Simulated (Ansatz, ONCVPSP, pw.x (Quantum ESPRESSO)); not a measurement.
hydrogen (H): does the ONCV potential hold in the solid?

* Element: H (Z = 1)
* Generator: ONCVPSP 4.0.1
* Type: optimised norm-conserving Vanderbilt (ONCV)
* Functional: PBE
* Relativity: scalar-relativistic
* Frozen core: none
* Valence charge: 1
* Reference configuration: 1s1
* Partial waves: 1s: rc 1.25 bohr, ncon 4, nbas 8, qcut 5 1/bohr, 1 projector; p scattering state at 0.2 Ha: rc 1.05 bohr, ncon 4, nbas 7, qcut 8.8 1/bohr, 2 projectors, debl 0.9 Ha
* Local potential: polynomial inside 0.95 bohr (lpopt 5, dvloc0 1 Ha)
* Core correction: none

Atomic tests: cutoffs needed: 12 Ha and 62 Ha (the cutoffs (Ha) at which the residual kinetic energy of the hardest occupied pseudo-wave falls to 1 and 0.1 mHa per electron); ghost test: no bound ghost flagged; no localised positive-energy state flagged.

Crystal test: fcc H in pw.x 7.5, no spin, 18³ k-points, Fermi–Dirac smearing 0.01 Ry, cutoffs 145/580 Ry. The reference is all-electron LAPW (Ansatz 0.2.0) with the same functional, mesh and smearing; V0 and B0 come from Birch–Murnaghan fits to the pressures at five volumes. Errors are pseudo minus all-electron; Δ is the rms difference of the E(V) curves that follow from these fits, minima aligned, over ±6 % about the mean V0. Mesh and smearing are coarse, so the numbers serve the comparison and aren't converged zero-temperature values; the lattice is a test structure that the element need not adopt.

```
V (Å³/atom)  P all-electron (GPa)  P pseudo (GPa)
      2.826                  5.78            6.24
      2.901                  2.63            3.07
      2.975                 -0.20            0.23
      3.049                 -2.74           -2.33
      3.124                 -5.03           -4.63
```

All-electron: a0 = 2.282 Å (V0 = 2.97 Å³/atom), B0 = 107.9 GPa.

Pseudopotential: mean pressure error (GPa): +0.43; a0 (Å): 2.285; a0 error (%): +0.13; B0 error (%): -0.8; Δ (meV/atom): 0.3.

Task: At the middle volume, how do free energy and pressure move when the wave cutoff is lowered (ecutrho kept at four times it)?

Result:

```
cutoff (Ry)  shift of F (meV/atom)  shift of P (GPa)
         65                   +2.9             -0.19
         87                   +2.3             -0.04
        116                   +0.5             -0.22
```

The 8 pw.x runs together took about 24 s on one core of a shared server CPU.
